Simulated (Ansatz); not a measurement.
Data sheet: ZrO₂ (DFT)

ZrO2:
```
CELL_PARAMETERS angstrom
      3.60134     0.00000     0.00000
      0.00000     3.60134     0.00000
      0.00000     0.00000     5.22807
ATOMIC_POSITIONS crystal
  Zr 0.00000 0.00000 0.00000
  Zr 0.50000 0.50000 0.50000
  O  0.00000 0.50000 0.19679
  O  0.00000 0.50000 0.69679
  O  0.50000 0.00000 0.30321
  O  0.50000 0.00000 0.80321
```

Space group P4_2/nmc (No. 137); conventional cell a = b = 3.601 Å, c = 5.228 Å, α = β = γ = 90.00°.

Method: r²SCAN in the plane-wave PAW code Ansatz. Structure relaxed to zero pressure with the same functional. Other levels are named where they apply.

### Cell and energy

Volume per atom: 11.30 Å³
Density: 6.04 g/cm³
Formation energy from the elements (no fitted shifts): -3.69 eV/atom

### Electronic structure

Band gap: 4.60 eV (indirect)
Valence-band maximum: on the M–Γ line, 55 % of the way from M
Conduction-band minimum: at Γ
Smallest direct gap on the standard path: 4.71 eV
Electron effective mass: 0.63, 0.63, 2.2 mₑ (principal values)
Electron effective mass with spin–orbit coupling: 0.63, 0.63, 2.2 mₑ (principal values)
Hole effective mass: 0.70, 2.2, 10 mₑ (principal values)
Hole effective mass with spin–orbit coupling: 0.70, 2.2, 8.9 mₑ (principal values)
HSE06 gap on the r²SCAN cell: 5.71 eV
Gap with spin–orbit coupling: 4.60 eV

### Mechanics

- Bulk modulus (Birch–Murnaghan fit) = 179 GPa
- Pressure derivative B′ = 5.9

### Charges

- Bader charges = Zr +2.70, O -1.35 e

This is a known high-temperature phase of the composition, computed here at zero pressure and temperature. The r²SCAN relaxation kept the symmetry of its start; its stability against distortions is not shown here. The run is not spin-polarised. The references are the lowest solids computed at this level, not always the standard phases (solids in place of the gases). Scalar-relativistic: spin–orbit coupling is off unless named, which matters more the heavier the elements.

Potentials: the later of the program's two PAW sets.
